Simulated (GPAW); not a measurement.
# TePb (Fm-3m) in GPAW: settings compared

Aim: see how the results for TePb move with the level of theory and the settings. Levels: PBE, RPBE. Tasks: single point.

Program: GPAW 26.7.0. These are calculated values, not measurements. Logs are shortened: lines on timing, memory, paths and dates and some standing lists are left out, and cuts for length are marked. The log counts tension as positive stress, the text compression.

**What was measured.**

A printed reference work, monograph reports, for a bulk crystal of TePb at 4.2 K: band gap 0.19 eV (direct).

How close the calculation comes is told below.

## (1) Starting point

The structure is cubic, space group Fm-3m (No. 225). The conventional cell has a = 6.462 Å, b = 6.462 Å, c = 6.462 Å, α = 90.00°, β = 90.00°, γ = 90.00°. Around Pb (site symmetry m-3m) lie 6 Te at 3.23 Å. Around Te (site symmetry m-3m) lie 6 Pb at 3.23 Å.

## (2) Single point, PBE

Input file POSCAR:

```
TePb
1.0
    0.0000000000      3.2310000000      3.2310000000
    3.2310000000      0.0000000000      3.2310000000
    3.2310000000      3.2310000000      0.0000000000
Pb Te
1 1
Direct
    0.0000000000      0.0000000000      0.0000000000
    0.5000000000      0.5000000000      0.5000000000
```

Potentials or basis: GPAW PAW data sets (gpaw-data 1.2.1), pw.

The run is started by

```
> OMP_NUM_THREADS=1 gpaw run POSCAR -p 'mode=PW(600),xc=PBE,kpts={size:(7,7,7),gamma:True},occupations={name:fermi-dirac,width:0.05},nbands=19,convergence={density:1e-05,energy:1e-05},maxiter=150,txt=gpaw.txt' --properties efs -w gs.gpw
```

The program printed:

```text
__  _  _
 | _ |_)|_||  |
 |__||  | ||/\| - 26.7.0

Input parameters:
  mode=PW(ecut=600.0),
  convergence={'density': 1e-05, 'energy': 1e-05},
  kpts=MonkhorstPack(size=[7, 7, 7], gamma=True),
  maxiter=150,
  nbands=19,
  occupations=Occupations(name='fermi-dirac', width=0.05),
  xc=XC(name='PBE')

Diagonalizing LCAO Hamiltonian
Converting LCAO to pw mode

                 Te

       Pb

Atoms  # Å, Bohr magnetons
|   | symbol |        x |        y |        z |    initial magnetic moments |
|---|--------|----------|----------|----------|-----------------------------|
| 0 |     Pb | 0.000000 | 0.000000 | 0.000000 | ( 0.0000,  0.0000,  0.0000) |
| 1 |     Te | 3.231000 | 3.231000 | 3.231000 | ( 0.0000,  0.0000,  0.0000) |

Unit cell  # Å
| periodic |        x |        y |        z |  lengths |    angles |
|----------|----------|----------|----------|----------|-----------|
|      yes | 0.000000 | 3.231000 | 3.231000 | 4.569324 | 60.000000 |
|      yes | 3.231000 | 0.000000 | 3.231000 | 4.569324 | 60.000000 |
|      yes | 3.231000 | 3.231000 | 0.000000 | 4.569324 | 60.000000 |

Number of symmetries: 48
Symmetry operations  # r_c * U_cc + t_c -> r_c
|    | kind |            matrix            |
|----|------|------------------------------|
|  0 |  σ   |  1, 0, 0,  1, 0,-1,  1,-1, 0 |
|  1 |  C2  |  1, 0, 0,  1,-1, 0,  1, 0,-1 |
|  2 |  E   |  1, 0, 0,  0, 1, 0,  0, 0, 1 |
|  3 |  σ   |  1, 0, 0,  0, 0, 1,  0, 1, 0 |
|  4 |  C4  |  1, 0,-1,  1, 0, 0,  1,-1, 0 |
|  5 |  S6  |  1, 0,-1,  1,-1, 0,  1, 0, 0 |
|  6 |  σ   |  1, 0,-1,  0, 1,-1,  0, 0,-1 |
|  7 |  C3  |  1, 0,-1,  0, 0,-1,  0, 1,-1 |
|  8 |  S6  |  1,-1, 0,  1, 0, 0,  1, 0,-1 |
|  9 |  C4  |  1,-1, 0,  1, 0,-1,  1, 0, 0 |
| 10 |  C3  |  1,-1, 0,  0,-1, 1,  0,-1, 0 |
| 11 |  σ   |  1,-1, 0,  0,-1, 0,  0,-1, 1 |
| 12 |  σ   |  0, 1, 0,  1, 0, 0,  0, 0, 1 |
| 13 |  C4  |  0, 1, 0,  0, 1,-1, -1, 1, 0 |
| 14 |  C3  |  0, 1, 0,  0, 0, 1,  1, 0, 0 |
| 15 |  S6  |  0, 1, 0, -1, 1, 0,  0, 1,-1 |
| 16 |  C2  |  0, 1,-1,  1, 0,-1,  0, 0,-1 |
| 17 |  σ   |  0, 1,-1,  0, 1, 0, -1, 1, 0 |
| 18 |  S4  |  0, 1,-1,  0, 0,-1,  1, 0,-1 |
| 19 |  C4  |  0, 1,-1, -1, 1, 0,  0, 1, 0 |
| 20 |  C3  |  0, 0, 1,  1, 0, 0,  0, 1, 0 |
| 21 |  σ   |  0, 0, 1,  0, 1, 0,  1, 0, 0 |
| 22 |  S6  |  0, 0, 1,  0,-1, 1, -1, 0, 1 |
| 23 |  C4  |  0, 0, 1, -1, 0, 1,  0,-1, 1 |
| 24 |  S4  |  0, 0,-1,  1, 0,-1,  0, 1,-1 |
| 25 |  C3  |  0, 0,-1,  0, 1,-1,  1, 0,-1 |
| 26 |  C2  |  0, 0,-1,  0,-1, 0, -1, 0, 0 |
| 27 |  S6  |  0, 0,-1, -1, 0, 0,  0,-1, 0 |
| 28 |  S4  |  0,-1, 1,  1,-1, 0,  0,-1, 0 |
| 29 |  C4  |  0,-1, 1,  0, 0, 1, -1, 0, 1 |
| 30 |  C2  |  0,-1, 1,  0,-1, 0,  1,-1, 0 |
| 31 |  σ   |  0,-1, 1, -1, 0, 1,  0, 0, 1 |
| 32 |  C3  |  0,-1, 0,  1,-1, 0,  0,-1, 1 |
| 33 |  S6  |  0,-1, 0,  0, 0,-1, -1, 0, 0 |
| 34 |  S4  |  0,-1, 0,  0,-1, 1,  1,-1, 0 |
| 35 |  C2  |  0,-1, 0, -1, 0, 0,  0, 0,-1 |
| 36 |  C2  | -1, 1, 0,  0, 1, 0,  0, 1,-1 |
| 37 |  S6  | -1, 1, 0,  0, 1,-1,  0, 1, 0 |
| 38 |  S4  | -1, 1, 0, -1, 0, 1, -1, 0, 0 |
| 39 |  C3  | -1, 1, 0, -1, 0, 0, -1, 0, 1 |
| 40 |  S6  | -1, 0, 1,  0, 0, 1,  0,-1, 1 |
| 41 |  C2  | -1, 0, 1,  0,-1, 1,  0, 0, 1 |
| 42 |  C3  | -1, 0, 1, -1, 1, 0, -1, 0, 0 |
| 43 |  S4  | -1, 0, 1, -1, 0, 0, -1, 1, 0 |
| 44 |  C2  | -1, 0, 0,  0, 0,-1,  0,-1, 0 |
| 45 |  i   | -1, 0, 0,  0,-1, 0,  0, 0,-1 |
| 46 |  σ   | -1, 0, 0, -1, 1, 0, -1, 0, 1 |
| 47 |  C2  | -1, 0, 0, -1, 0, 1, -1, 1, 0 |

BZ-sampling:
  Number of BZ points: 343
  Number of IBZ points: 20

  Monkhorst-Pack size: [7, 7, 7]
  Monkhorst-Pack shift: [0, 0, 0]

K-points  # in reciprocal-cell coordinates
|     |                                coordinates |     weight |
|-----|--------------------------------------------|------------|
|   0 | (  0.00000000,   0.00000000,   0.00000000) | 0.00291545 |
|   1 | (  0.14285714,   0.14285714,   0.00000000) | 0.01749271 |
|   2 | (  0.14285714,   0.14285714,   0.14285714) | 0.02332362 |
|   3 | (  0.28571429,   0.14285714,   0.14285714) | 0.03498542 |
|   4 | (  0.28571429,   0.28571429,   0.00000000) | 0.01749271 |
|   5 | (  0.28571429,   0.28571429,   0.14285714) | 0.06997085 |
|   6 | (  0.28571429,   0.28571429,   0.28571429) | 0.02332362 |
|   7 | (  0.42857143,  -0.28571429,  -0.28571429) | 0.03498542 |
|   8 | (  0.42857143,   0.28571429,  -0.42857143) | 0.13994169 |
|   9 | (  0.42857143,   0.28571429,  -0.28571429) | 0.06997085 |
| ... |                                            |            |
|  19 | (  0.42857143,   0.42857143,   0.42857143) | 0.02332362 |

Plane wave coefficients: 2259
Cutoff: 600.0 eV

Spin-components: 1 (collinear spins)
Bands:           19
Projectors:      11
Spin-degeneracy: 2
Datatype:        complex128

Density:
  Valence electrons: 20.0
  Components: 1
  Grid points: [27 27 27]
  Charge: 0.0  # |e|

Potential:
  Grid points: [27 27 27]

species:
  Pb:
    name:    Lead
    Z:       82.0
    valence: 14
    core:    68
    charge:  0.0  # [|e|]
    compensation charges:
      type: gauss
      rc: 0.38  # [Å]
      lmax: 2
    cutoffs:
      filter: 2.36  # [Å]
      core: 2.43  # [Å]
    projectors
    | kind |    occ | energy [eV] | rcut [Å] |
    |------|--------|-------------|----------|
    |   6s |  2.000 |     -11.969 |    1.259 |
    |   6p |  2.000 |      -3.506 |    1.275 |
    |   5d | 10.000 |     -21.211 |    1.217 |
    |    s |        |      15.243 |    1.259 |
    |    p |        |      23.705 |    1.275 |
    |    d |        |       6.001 |    1.217 |

    Using partial waves for Pb as LCAO basis

  Te:
    name:    Tellurium
    Z:       52.0
    valence: 6
    core:    46
    charge:  0.0  # [|e|]
    compensation charges:
      type: gauss
      rc: 0.36  # [Å]
      lmax: 2
    cutoffs:
      filter: 2.09  # [Å]
      core: 3.17  # [Å]
    projectors
    | kind |    occ | energy [eV] | rcut [Å] |
    |------|--------|-------------|----------|
    |   5s |  2.000 |     -15.089 |    1.180 |
    |   5p |  4.000 |      -5.955 |    1.196 |
    |    s |        |      12.123 |    1.180 |
    |    p |        |      21.256 |    1.196 |
    |    d |        |       0.000 |    1.238 |

    Using partial waves for Te as LCAO basis

Reference energy: -752065.146798  # eV

eigensolver:
  PPCG
  Converge bands: occupied
  niter=2

density mixing:
  MSR1-Mixer
  Pratt-step length: 0.05
  Maximum mixing coefficient: 0.75
  Old densities: 10
  SVD Regularization: 0.005
  Good broyden scale: 1.0
  Trust region scale: 1.0
  Backstep threshold: 4.0
  History deletion threshold: 6.0
  Fourier metric: weight=20.0, sigma=0.015

occupation numbers:
  Fermi-Dirac:
    width: 0.0500  # eV

poisson solver:
  ecut: 4800.0  # eV

xc functional:
  name: PBE with 2 nearest neighbor stencil

convergence criteria:
- Maximum integral of absolute [dens]ity change: 1e-05 electrons / valence electron
- Maximum [total energy] change in last 3 cyles: 1e-05 eV / valence electron
- Maximum integral of absolute [eigenst]ate change: 4e-08 eV^2 / valence electron
maximum number of iterations: 150

SCF iterations
|iter     | |      energy | eigst |  dens |
|---------|-|-------------|-------|-------|
|iter:   1| |   -7.906722 | -0.15 |       |
|iter:   2| |   -7.885177 | -1.98 | -1.35 |
|iter:   3| |   -7.799379 | -2.12 | -1.40 |
|iter:   4| |   -7.801134 | -3.78 | -1.99 |
|iter:   5| |   -7.801586 | -4.32 | -2.42 |
|iter:   6| |   -7.801597 | -5.83 | -3.31 |
|iter:   7| |   -7.801598c| -6.77 | -3.87 |
|iter:   8| |   -7.801598c| -7.78c| -4.62 |
|iter:   9| |   -7.801598c| -7.99c| -5.53c|

Converged in 9 steps
Energy contributions relative to reference atoms: (reference = -752065.146798)

Energy contributions:
  Kinetic:          19.814577
  Coulomb:         -20.111281
  Zero:              0.141643
  External:          0.000000
  Xc:               -7.646535
  Entropy:          -0.000003
  Spinorbit:         0.000000
  ----------------------------
  Free energy:      -7.801599
  Extrapolated:     -7.801598

dipole moment: (-27.309956, -27.309956, -27.309956)  # |e|*Ang

Fermi level: 6.080
Eigenvalues  # (at kpt = [0.000, 0.000, 0.000])
| band index |      eig [eV] | occ [0-2] |
|------------|---------------|-----------|
|          0 |       -11.048 |     2.000 |
|        ... |               |           |
|          2 |       -11.035 |     2.000 |
|          3 |       -11.035 |     2.000 |
|          4 |       -11.035 |     2.000 |
|          5 |        -6.329 |     2.000 |
|          6 |         0.142 |     2.000 |
|          7 |         4.302 |     2.000 |
|          8 |         4.302 |     2.000 |
|          9 |         4.302 |     2.000 |
|         10 |         9.720 |     0.000 |
|         11 |         9.720 |     0.000 |
|         12 |         9.720 |     0.000 |
|         13 |        11.488 |     0.000 |
|         14 |        11.488 |     0.000 |
|         15 |        11.488 |     0.000 |
|         16 |        13.050 |     0.000 |
|         17 |        13.308 |     0.000 |
|         18 |        13.717 |     0.000 |

Gap: 0.980 eV
Transition (v -> c):
  (s=0, k=19, n=9, [0.43, 0.43, 0.43]) -> (s=0, k=19, n=10, [0.43, 0.43, 0.43])
No difference between direct/indirect transitions

Forces  # eV/Ang
|       x |        y |        z |
|---------|----------|----------|
| 0.00000 | -0.00000 | -0.00000 |  # Pb   0
| 0.00000 | -0.00000 | -0.00000 |  # Te   1

Stress tensor  # eV/Ang^3
|         x |         y |         z |
|-----------|-----------|-----------|
| -0.011411 |  0.000000 |  0.000000 |
|  0.000000 | -0.011411 | -0.000000 |
|  0.000000 | -0.000000 | -0.011411 |

# Writing to gs.gpw (mode='')
```

Wall time 14 s (1 thread of Arm Neoverse V2, shared host); peak memory 0.17 GiB.

What came out:

| Property | Result |
| --- | --- |
| Free energy | -7.8016 eV |
| Pressure | 1.8 GPa |

Levels at points of the mesh, in eV from the Fermi level:
| k point | band 7 | band 8 | band 9 | band 10 | band 11 | band 12 | band 13 | band 14 |
| --- | --- | --- | --- | --- | --- | --- | --- | --- |
| (0.00, 0.00, 0.00) | -5.94 | -1.78 | -1.78 | -1.78 | 3.64 | 3.64 | 3.64 | 5.41 |

Caveat: this odd mesh misses L, where the gap lies, so gap, dielectric constants and Born charges aren't listed.

## (3) Single point, RPBE

Input file run.py:

```python
from ase import Atoms
from ase.dft.bandgap import bandgap
from ase.io import write
from ase.units import GPa
from gpaw import GPAW, PW

atoms = Atoms(['Pb', 'Te'],
              cell=[[0.0, 3.231, 3.231],
                    [3.231, 0.0, 3.231],
                    [3.231, 3.231, 0.0]],
              scaled_positions=[[0.0, 0.0, 0.0],
                                [0.5, 0.5, 0.5]],
              pbc=True)

calc = GPAW(mode=PW(450),
            xc='RPBE',
            kpts={'size': (6, 6, 6), 'gamma': True},
            occupations={'name': 'fermi-dirac', 'width': 0.01},
            nbands=19,
            convergence={'density': 1e-05, 'energy': 1e-05},
            maxiter=150,
            txt='gpaw.txt')
atoms.calc = calc
energy = atoms.get_potential_energy()
forces = atoms.get_forces()
stress = atoms.get_stress()
calc.write('gs.gpw')
write('result.traj', atoms)
print(f'Energy: {energy:.6f} eV')
print('Forces (eV/A):')
print(forces.round(4))
print('Stress (GPa):', (stress / GPa).round(3))
print('Fermi level:', round(calc.get_fermi_level(), 4), 'eV')
print(f'Gap: {bandgap(calc)[0]:.4f} eV, direct: {bandgap(calc, direct=True)[0]:.4f} eV')
```

Potentials or basis: the program's PAW data sets (release 1.2.1) made for this functional, pw.

The run is started by

```
> OMP_NUM_THREADS=1 python run.py
```

It took 8.3 s on 1 thread of Arm Neoverse V2, shared host; peak memory 0.15 GiB.

Results (log left out):

```
Free energy            : -7.0467 eV
Pressure               : 2.9 GPa
Band gap on the k mesh : 0.75 eV, direct
```

Levels at points of the mesh, in eV from the valence-band top:
| k point | band 6 | band 7 | band 8 | band 9 | band 10 | band 11 | band 12 | band 13 | band 14 | band 15 |
| --- | --- | --- | --- | --- | --- | --- | --- | --- | --- | --- |
| (0.00, 0.00, 0.00) | -12.01 | -5.52 | -1.41 | -1.41 | -1.41 | 4.05 | 4.05 | 4.05 | 5.81 | 5.81 |
| (0.50, 0.50, 0.00) | -10.34 | -7.23 | -4.53 | -2.85 | -2.85 | 3.32 | 5.45 | 5.45 | 6.70 | 10.17 |
| (0.50, 0.50, 0.50) | -10.59 | -8.54 | -0.95 | -0.95 | 0.00 | 0.75 | 1.24 | 1.24 | 8.46 | 9.30 |

Caveat: the cutoff is short for stress and forces, so pressures can be off by a GPa or more; spin-orbit coupling is left out, which as a rule narrows the gap of such compounds by several tenths of an eV.

## (4) For comparison

An earlier run on the cell as given: functional PBE; potentials or basis GPAW PAW data sets (gpaw-data 1.2.1); cutoff 600 eV; basis pw; k mesh 7 × 7 × 7; occupations fermi-dirac, width 0.05 eV; no spin polarisation.

- Pressure: 1.8 GPa

## (5) Comparison with measurements

Step 3. A measured gap of TePb is 0.19 eV (direct; 4.2 K; a printed reference work, monograph); the calculated 0.75 eV misses it by +0.56 eV. Spin-orbit coupling on Pb, Te is left out. The value is that of RPBE on a finite k mesh, which can miss the band edges, without temperature or zero-point motion.
